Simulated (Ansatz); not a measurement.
TaN and a variant

Base: a COD entry, whose atoms a relaxation with PBE at fixed cell left in place.

```
Ta N
1.0
     5.18500    0.00000    0.00000
    -2.59250    4.49034    0.00000
     0.00000    0.00000    2.90800
Ta N
3 3
Direct
  0.00000 0.00000 0.00000
  0.33333 0.66667 0.50000
  0.66667 0.33333 0.50000
  0.50000 0.00000 0.00000
  0.50000 0.50000 0.00000
  0.00000 0.50000 0.00000
```

Atoms are numbered from 1 in the order listed; like atoms form one site, named after its first atom.

Computed with Ansatz: DFT, PBE, plane waves and PAW, scalar-relativistic, collinear spin, 420 eV cutoff, Γ-centred 10×10×16 k-points, Fermi–Dirac smearing 0.05 eV. Start moments as typed (μB): 2 on each Ta, none on the rest.

(1) Variant: z stretched by 2 %, ions relaxed. What happens to the gradients (10²¹ V/m²)?

Answers

(1) 

```json
{"site": "Ta1", "atoms": "1", "V_zz base": "-46.4", "η base": "0.00", "V_zz variant": "-44.0", "η variant": "0.00"}
{"site": "Ta2", "atoms": "2, 3", "V_zz base": "-38.2", "η base": "0.00", "V_zz variant": "-36.3", "η variant": "0.00"}
{"site": "N", "atoms": "4, 5, 6", "V_zz base": "2.93", "η base": "0.80", "V_zz variant": "2.85", "η variant": "0.98"}
```

The largest change of V_zz is on Ta1, from -46.4 to -44.0. In per cent, |V_zz| changes by -5 on Ta, -3 on N (all sites that start above 2). Where |V_zz| stays above 0.1, η moves most on N, from 0.80 to 0.98.

With no gap above 0.1 eV, as in a metal, the gradients converge slowly in k; expect changes of a tenth or more on a denser mesh. Without spin–orbit coupling the gradients at and beside Ta can be off by some per cent, at some sites by more. With these PAW files V_zz is typically within 2 to 3 % of all-electron values, but misses above 10 % occur on Ta. The start moments die out, and the run ends without spin.
For the base: At this cell the PBE pressure is 10 GPa, so with PBE the cell would grow if it were relaxed. The entry's cell may itself be off.
